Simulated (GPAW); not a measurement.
## Yb in GPAW: convergence with convergence criteria

Input of the first run (convergence criteria density=0.001 energy=0.01 eigenstates=0.0001); the others differ in this setting and in those tied to it:

File run.py:

```python
from ase.dft.bandgap import bandgap
from ase.io import read, write
from ase.units import GPa
from gpaw import GPAW, PW

atoms = read('Yb.xyz')
atoms.set_initial_magnetic_moments([1.0])

calc = GPAW(mode=PW(800),
            xc='PBE',
            kpts={'size': (7, 7, 7), 'gamma': True},
            occupations={'name': 'fermi-dirac', 'width': 0.05},
            nbands=24,
            convergence={'density': 0.001, 'energy': 0.01, 'eigenstates': 0.0001},
            maxiter=100,
            txt='gpaw.txt')
atoms.calc = calc
energy = atoms.get_potential_energy()
forces = atoms.get_forces()
stress = atoms.get_stress()
calc.write('gs.gpw')
write('result.traj', atoms)
print(f'Energy: {energy:.6f} eV')
print('Forces (eV/A):')
print(forces.round(4))
print('Stress (GPa):', (stress / GPa).round(3))
print('Moments:', calc.get_magnetic_moments().round(3))
print('Fermi level:', round(calc.get_fermi_level(), 4), 'eV')
print(f'Gap: {bandgap(calc)[0]:.4f} eV, direct: {bandgap(calc, direct=True)[0]:.4f} eV')
```

The input Yb.xyz:

```xyz
1
Lattice="-2.1514830000 2.1514830000 2.1514830000 2.1514830000 -2.1514830000 2.1514830000 2.1514830000 2.1514830000 -2.1514830000" Properties=species:S:1:pos:R:3 pbc="T T T"
Yb     0.0000000000      0.0000000000      0.0000000000
```

Potentials or basis: GPAW PAW data sets (gpaw-data 1.2.1), pw.

The run is started by

```bash
$ OMP_NUM_THREADS=1 python run.py
```

This isn't the form of Yb at room conditions, which is fcc.

Hardware: 1 thread of Arm Neoverse V1 (shared host).

```
                        convergence criteria  energy less the tightest run, at zero smearing (meV/atom)  pressure (GPa)  SCF cycles  CPU time (s)  peak memory (GiB)
density=0.001 energy=0.01 eigenstates=0.0001                                                       0.09           -2.04          18            61               0.21
                                     default                                                       0.00           -2.14          22            78               0.21
                  density=1e-05 energy=1e-05                                                       0.00           -2.14          23            79               0.21
                 density=1e-05 forces=0.0001                                                       0.00           -2.14          24            82               0.21
density=1e-06 energy=1e-06 eigenstates=1e-10                                                       0.00           -2.14          25            86               0.21
```

Against the tightest run, the energy stays within 1 meV/atom from density=0.001 energy=0.01 eigenstates=0.0001 on; the pressure stays within 0.1 GPa from density=0.001 energy=0.01 eigenstates=0.0001 on. The tightest run that finished is the yardstick and may itself not be fully converged.

Caveat, for the tightest run too: one-centre terms of the f shell are cut off; spin-orbit coupling is left out, which moves the levels of the heavy elements. The state reached can hang on the start; a lower one may exist.
